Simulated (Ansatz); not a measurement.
Which way does TiO2 + SnS2 ⇌ TiS2 + SnO2 run?

Plane-wave DFT in Ansatz with scalar-relativistic PAW potentials, cutoff 420 eV, Γ-centred meshes chosen by cell and gap, Gaussian smearing with energies taken to zero width. Every cell was relaxed (cell and atoms) in a run of its own, within the symmetry of its start. Functional: PBEsol.

Total energies hold large constants for each element; a whole number of eV per atom of each element is taken off below, which cancels in a balanced reaction.

| compound | lowest structure computed | structures tried | V (Å³/atom) | gap on mesh (eV) | E (eV per formula unit, common shift removed) |
| --- | --- | --- | --- | --- | --- |
| TiO2 | I4_1/amd | 5 | 11.31 | 2.15 | -9.8667 |
| SnS2 | P-3m1 | 5 | 23.40 | 1.44 | -0.8328 |
| TiS2 | P-3m1 | 2 | 18.30 | 0.00 | -3.7470 |
| SnO2 | P4_2/mnm | 2 | 12.17 | 0.92 | -5.5338 |

Question: Work out the reaction energy at 0 K.

Answer: ΔE = E(TiS2) + E(SnO2) − E(TiO2) − E(SnS2) = 1.419 eV, or 137 kJ per mole of reaction (236 meV/atom). The left side is lower: Ti takes O and Sn takes S. Pauling's electronegativities (Ti 1.54, Sn 1.96; O 3.44, S 2.58) would pair Ti with O, the most ionic bond; the result follows that. All four are computed as solids; where they are solids at ordinary conditions entropy changes little. A lower structure that wasn't tried would shift the value, and mixed crystals may lie lower than either side.

An odd mesh misses points on the zone edge, so a gap read on it can be too wide. Each cell of SnS2, TiS2 holds layers, and where no dispersion correction was added their binding is poorly described.